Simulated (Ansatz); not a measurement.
## PbTe in the WC-type structure

Level of theory: DFT, PBE, scalar-relativistic, no spin polarisation; plane waves to 420 eV with PAW datasets (Ansatz 0.2.0), 10×10×8 k-mesh, Gaussian smearing of 0.05 eV; PAW files: Ansatz's generated set soft_2.

```xyz
2
Lattice="4.4560 0.0000 0.0000 -2.2280 3.8590 0.0000 0.0000 0.0000 4.1892" Properties=species:S:1:pos:R:3 pbc="T T T"
Pb    0.0000    0.0000    0.0000
Te    2.2280    1.2863    2.0946
```

The start was a prototype's sites filled with these elements. The Crystallography Open Database lists the compound in space group Fm-3m (rock salt), so this is a trial structure.

The cell has space group P-6m2 (read at 0.01 Å). In it the stress is 0.00, 0.00, -0.03, 0.00, 0.00, 0.00 GPa and the largest force component 0.000 eV/Å. Each change below starts from this cell, without further relaxation. Stress is in GPa, positive in compression, in the order xx, yy, zz, yz, xz, xy; energies are counted from the cell above and are free energies with the smearing's entropy, which match forces and stress in a metal.

Task: What happens when atom 1 (Pb) is moved by 0.08 Å along z?

Result: The energy changes by -2.9 meV per cell, and the force on it along the shift is 0.070 eV/Å (−F/u = -0.88 eV/Å²). Stress: 0.06, 0.06, 0.14, 0.00, 0.00, 0.00.
```tsv
atom	Fx (eV/Å)	Fy	Fz
Pb1	0.000	0.000	0.070
Te2	0.000	0.000	-0.070
```

Task: What happens when atom 1 (Pb) is moved by 0.12 Å along z?

Result: The energy changes by -6.3 meV per cell, and the force on it along the shift is 0.097 eV/Å (−F/u = -0.81 eV/Å²). Stress: 0.15, 0.15, 0.35, 0.00, 0.00, 0.00.
```
atom  Fx (eV/Å)     Fy      Fz
 Pb1      0.000  0.000   0.097
 Te2      0.000  0.000  -0.097
```

Task: What stress follows from an engineering strain of 2 % in xx, atoms carried along?

Result: -0.73, -0.53, -0.50, 0.00, 0.00, 0.00 GPa; the energy changes by 3.3 meV per cell.
The change of the stress over the strain gives a clamped-atom stiffness of about 37 GPa for this component, a secant value that lies under the elastic constant in tension and over it in compression, by several per cent for each per cent of strain.
In a harmonic crystal the energy would rise by V(½Cε² − σ₀ε), with σ₀ the stress of the unstrained cell, = 3.3 meV, which matches.

Task: What stress follows from an engineering strain of -2 % in yy, atoms carried along?

Result: 0.61, 0.88, 0.51, 0.00, 0.00, 0.00 GPa; the energy changes by 3.9 meV per cell.
| atom | Fx (eV/Å) | Fy | Fz |
| --- | --- | --- | --- |
| Pb1 | 0.000 | 0.018 | 0.000 |
| Te2 | 0.000 | -0.018 | 0.000 |
The change of the stress over the strain gives a clamped-atom stiffness of about 44 GPa for this component, a secant value that lies under the elastic constant in tension and over it in compression, by several per cent for each per cent of strain.
In a harmonic crystal the energy would rise by V(½Cε² − σ₀ε), with σ₀ the stress of the unstrained cell, = 4.0 meV, which matches.

Task: All atoms and the cell are disturbed at random:
```xyz
2
Lattice="4.4456 -0.0076 -0.0035 -2.2294 3.8243 0.0062 -0.0033 0.0048 4.2375" Properties=species:S:1:pos:R:3 pbc="T T T"
Pb    0.0649    0.0126    0.0105
Te    2.1540    1.2595    2.1080
```
Give the energy change, the stress and the forces.

Result: 18.2 meV per cell; stress 0.23, 0.30, -0.50, 0.00, 0.08, 0.20 GPa.
```
atom  Fx (eV/Å)      Fy      Fz
 Pb1     -0.235  -0.044   0.018
 Te2      0.235   0.044  -0.018
```

Task: All atoms and the cell are disturbed at random:
```
CELL_PARAMETERS angstrom
4.50380 -0.01850 0.03331
-2.26792 3.80857 -0.00569
0.03131 0.01190 4.21099
ATOMIC_POSITIONS crystal
Pb 0.98352 0.98426 0.99518
Te 0.68315 0.34908 0.50482
```
Give the energy change, the stress and the forces.

Result: 20.6 meV per cell; stress -0.08, 0.63, -0.01, 0.08, -0.05, -0.07 GPa.
```
atom  Fx (eV/Å)      Fy      Fz
 Pb1      0.122   0.236  -0.050
 Te2     -0.122  -0.236   0.050
```

These numbers lack spin–orbit coupling. A displaced or strained copy of the relaxed cell lay 3.2 meV/atom lower, so the structure isn't a true minimum at this level, unless the mesh, which matters in a metal, makes it so.
